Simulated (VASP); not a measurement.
# Ga2O3: relaxation of cell and atoms with PBE

Crystal: Ga2O3.

```
Ga O
1.0
     2.49125    1.43832    4.47767
    -2.49125    1.43832    4.47767
     0.00000   -2.87665    4.47767
Ga O
4 6
Cartesian
  0.0000 0.0000 4.7741
  0.0000 0.0000 1.9424
  0.0000 0.0000 8.6589
  0.0000 0.0000 11.4906
  -0.9721 1.4383 7.8359
  -0.7596 -1.5610 7.8359
  1.7317 0.1227 7.8359
  0.9721 -1.4383 5.5971
  0.7596 1.5610 5.5971
  -1.7317 -0.1227 5.5971
```

| Quantity | Value |
| --- | --- |
| Program | VASP 6.6.1 |
| Task | relaxation of cell and atoms |
| Functional | PBE |
| Potentials or basis | VASP PAW PBE potentials, release 64 (Ga_d, O) |
| Cutoff | 520 eV |
| k mesh | 3 × 3 × 3 |
| Occupations | gaussian, width 0.02 eV |
| Spin | no spin polarisation |
| Further INCAR settings | ALGO = Fast; EDIFF = 1e-07; IBRION = 2; EDIFFG = -0.002; NSW = 80; ISIF = 3 |

- Relaxed volume: 10.10 Å³/atom
- Relaxed cell: a = 5.405 Å, b = 5.405 Å, c = 5.405 Å, α = 55.88°, β = 55.88°, γ = 55.88°
- Space group after relaxing (to 0.05 Å): R-3c (No. 167)
- Energy gained by relaxing: 15.6 meV/atom
- Ionic steps: 13
- Pressure after relaxing: 0.0 GPa
- Band gap on the k mesh: 2.41 eV, indirect (least direct gap 2.58 eV)

Step by step:
| step | energy change (eV) | largest force (eV/Å) | pressure (GPa) | volume (Å³) |
| --- | --- | --- | --- | --- |
| 1 | 0.0000 | 0.1336 | 10.72 | 96.27 |
| 2 | -0.0350 | 0.0490 | -8.12 | 105.52 |
| 3 | -0.1539 | 0.0763 | -0.10 | 101.04 |
| 4 | -0.1539 | 0.0773 | 0.10 | 100.94 |
| 5 | -0.1554 | 0.0303 | 0.11 | 100.94 |
| 6 | -0.1557 | 0.0192 | 0.12 | 100.94 |
| 7 | -0.1558 | 0.0119 | -0.09 | 101.05 |
| 8 | -0.1558 | 0.0114 | -0.14 | 101.06 |
| 9 | -0.1559 | 0.0014 | -0.06 | 101.01 |
| 10 | -0.1559 | 0.0010 | -0.04 | 101.01 |
| 11 | -0.1559 | 0.0030 | -0.08 | 101.01 |
| 12 | -0.1559 | 0.0013 | 0.11 | 100.94 |
| 13 | -0.1559 | 0.0007 | -0.01 | 100.98 |

Final structure:
```
Ga O
1.0
     2.53245    1.46211    4.54549
    -2.53245    1.46211    4.54549
     0.00000   -2.92422    4.54549
Ga O
4 6
Cartesian
  0.0000 0.0000 4.8534
  0.0000 0.0000 1.9649
  0.0000 0.0000 8.7831
  0.0000 0.0000 11.6716
  -0.9972 1.4621 7.9546
  -0.7676 -1.5947 7.9546
  1.7649 0.1326 7.9546
  0.9972 -1.4621 5.6819
  0.7676 1.5947 5.6819
  -1.7649 -0.1326 5.6819
```

Levels at points of the mesh, in eV from the valence-band top:
| k point | band 40 | band 41 | band 42 | band 43 | band 44 | band 45 | band 46 | band 47 | band 48 | band 49 |
| --- | --- | --- | --- | --- | --- | --- | --- | --- | --- | --- |
| (0.00, 0.00, 0.00) | -0.26 | -0.26 | -0.25 | -0.17 | -0.17 | 2.41 | 6.32 | 6.58 | 8.52 | 9.86 |

Wall time 51 s on 8 MPI ranks on AMD EPYC 9R45 96-Core Processor (Zen 5) (shared host), peak memory 0.13 GiB a rank.

Caveat: the k mesh is coarse (spacing up to 0.51 Å⁻¹), so the values aren't converged; an odd mesh through Γ misses points on the zone boundary, where band edges often lie. PBE usually gives volumes a little too large and moduli too small.
